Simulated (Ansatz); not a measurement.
Au:

```
Au
1.0
     0.00000    2.03500    2.03500
     2.03500    0.00000    2.03500
     2.03500    2.03500    0.00000
Au
1
Direct
  0.00000 0.00000 0.00000
```

| Item | Value |
| --- | --- |
| Program | Ansatz 0.2.0 |
| Task | relaxation of cell and atoms |
| Functional | RPBE |
| Dispersion | D3(BJ) |
| Potentials or basis | all-electron LAPW, scalar-relativistic |
| Basis error allowed | 0.001 eV/atom |
| k mesh | 11 × 11 × 11 |
| Occupations | fermi-dirac, width 0.05 eV |
| Spin | no spin polarisation |

At the start: volume 16.85 Å³/atom.

**Question.** How do energy, volume and symmetry change on relaxing?

**Answer.** Over 6 steps the energy falls by 170.5 meV/atom and the volume is 14.97 Å³/atom (-11.2 %); space group Fm-3m (No. 225, to 0.05 Å).

The path:
```
step  energy change (eV)  largest force (eV/Å)  volume (Å³)
   1              0.0000                0.0000        16.85
   2             -0.1562                0.0000        14.51
   3             -0.1695                0.0000        15.10
   4             -0.1705                0.0000        14.98
   5             -0.1705                0.0000        14.97
   6             -0.1705                0.0000        14.97
```

Final structure:
```yaml
crystal:
  lattice:
    - [0.00000, 1.95633, 1.95633]
    - [1.95633, 0.00000, 1.95633]
    - [1.95633, 1.95633, 0.00000]
  atoms:
    - { symbol: Au, position: [0.00000, 0.00000, 0.00000] }
```

Caveat: the volume moved by -11 % from the deposited cell, more than functionals usually miss.
